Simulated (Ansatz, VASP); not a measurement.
Given: the input of a run of Ansatz 0.2.0 on Si2W.

input.yaml

```yaml
crystal:
  lattice:
    - [-1.6069, 1.6069, 3.91495]
    - [1.6069, -1.6069, 3.91495]
    - [1.6069, 1.6069, -3.91495]
  atoms:
    - { symbol: W, position: [0.012167, -0.001945, 0.011785] }
    - { symbol: Si, position: [0.681647, 0.653256, 0.008292] }
    - { symbol: Si, position: [0.334656, 0.314531, -0.026448] }
hamiltonian:
  xc: pbe
  pseudopotentials: { kind: paw }
kpoints:
  mp_grid: { grid: [12, 12, 12] }
scf:
  occupations: { method: fermi_dirac, width: 0.05 }
output:
  forces: true
  stress: true
  eigenvalues: true
```

Potentials or basis: Ansatz PAW.

The run is started by

```bash
$ ansatz run input.yaml --threads 1 --pin off --max-ram 3584MiB --backend cpu --events-out ev --progress --plain --runs-dir out
```

Translate it to VASP 6.6.1. Potentials there: VASP PAW PBE potentials, release 64 (W_sv, Si).

As run (the cutoff follows the program's own potentials):

Contents of INCAR:

```
  ALGO = Normal
  EDIFF = 1E-7
  ENCUT = 520
  GGA = PE
  ISIF = 2
  ISMEAR = -1
  LASPH = T
  LCHARG = T
  LELF = T
  LREAL = F
  LVHAR = T
  LWAVE = F
  NBANDS = 18
  NELM = 60
  PREC = Accurate
  SIGMA = 0.05
```

The input KPOINTS:

```
k-points
0
Gamma
  12 12 12
```

File POSCAR:

```
Si2W
1.0
   -1.6069000000      1.6069000000      3.9149500000
    1.6069000000     -1.6069000000      3.9149500000
    1.6069000000      1.6069000000     -3.9149500000
W Si
1 2
Direct
    0.0121670000     -0.0019450000      0.0117850000
    0.6816470000      0.6532560000      0.0082920000
    0.3346560000      0.3145310000     -0.0264480000
```

Potentials or basis: VASP PAW PBE potentials, release 64 (W_sv, Si).

Run with:

```bash
$ cat potpaw_PBE.64/W_sv/POTCAR potpaw_PBE.64/Si/POTCAR > POTCAR
$ mpirun -np 1 vasp_std > vasp.out
```

Both were run:

|  | VASP | Ansatz | Ansatz less VASP |
| --- | --- | --- | --- |
| gap on the k mesh at the Fermi level (eV) | none | none | - |
| pressure (GPa) | 4.4 | 4.3 | -0.10 |
| largest component of the traceless stress (GPa) | 0.67 | 0.67 | -0.007 |
| rms of the force components (eV/Å) | 0.422 | 0.421 | -0.0011 |

Atom by atom the forces differ by 0.001 eV/Å (rms over components). A gap of «none» marks a metal or a gap that the smearing closes.

Spin-orbit coupling is left out, which matters for the levels of W.
